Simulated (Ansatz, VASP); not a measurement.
## InP: VASP beside Ansatz

The input POSCAR:

```
InP
1.0
    0.0000000000      3.0117197545      3.0117197545
    3.0117197545      0.0000000000      3.0117197545
    3.0117197545      3.0117197545      0.0000000000
In P
1 1
Direct
    0.0000000000      0.0000000000      0.0000000000
    0.2500000000      0.2500000000      0.2500000000
```

The input INCAR.step1:

```
SYSTEM = InP
PREC = Accurate
ENCUT = 520
ISMEAR = 0
SIGMA = 0.01
LREAL = .False.
LASPH = .True.
NELM = 60
NBANDS = 16
GGA = PE
ALGO = Normal
EDIFF = 1E-4
LWAVE = .True.
LCHARG = .False.
```

INCAR.step2

```
SYSTEM = InP
PREC = Accurate
ENCUT = 520
EDIFF = 1E-7
ISMEAR = 0
SIGMA = 0.01
LREAL = .False.
LASPH = .True.
NELM = 60
ALGO = Normal
ISIF = 2
LWAVE = .False.
LCHARG = .False.
METAGGA = R2SCAN
LMIXTAU = .True.
NBANDS = 16
ISTART = 1
```

Contents of KPOINTS:

```
regular mesh
0
Gamma
  6 6 6
  0 0 0
```

Input for Ansatz:

```yaml
crystal:
  lattice:
    - [0.0, 3.0117197545, 3.0117197545]
    - [3.0117197545, 0.0, 3.0117197545]
    - [3.0117197545, 3.0117197545, 0.0]
  atoms:
    - { symbol: In, position: [0.0, 0.0, 0.0] }
    - { symbol: P, position: [0.25, 0.25, 0.25] }
kpoints:
  mp_grid: { grid: [6, 6, 6] }
hamiltonian:
  xc: r2scan
scf:
  occupations: { method: fixed }
  n_extra_bands: 4
output:
  forces: true
  stress: true
  eigenvalues: true
```

Alike in both runs: task single point; functional r2SCAN; k mesh 6 × 6 × 6; no spin polarisation.

|  | VASP | Ansatz |
| --- | --- | --- |
| version | VASP 6.6.1 | Ansatz 0.2.0 |
| potentials or method | VASP PAW PBE potentials, release 64 (In_d, P) | plane waves, PAW |
| plane-wave cutoff (eV) | 520 | 500 |
| occupations | gaussian, width 0.01 eV | fixed |
| valence electrons in the cell | 18 | 18 |

```tsv
	VASP	Ansatz	Ansatz less VASP
gap on the k mesh at the Fermi level (eV)	0.69	0.68	-0.002
pressure (GPa)	-3.6	-3.5	+0.09
```

Caveats: the PAW data sets were made with another functional, which shifts forces and pressure a little (VASP); spin-orbit coupling is left out, which moves the levels of the heavy elements. r2SCAN opens gaps a little over a GGA but as a rule still falls short of measured ones.
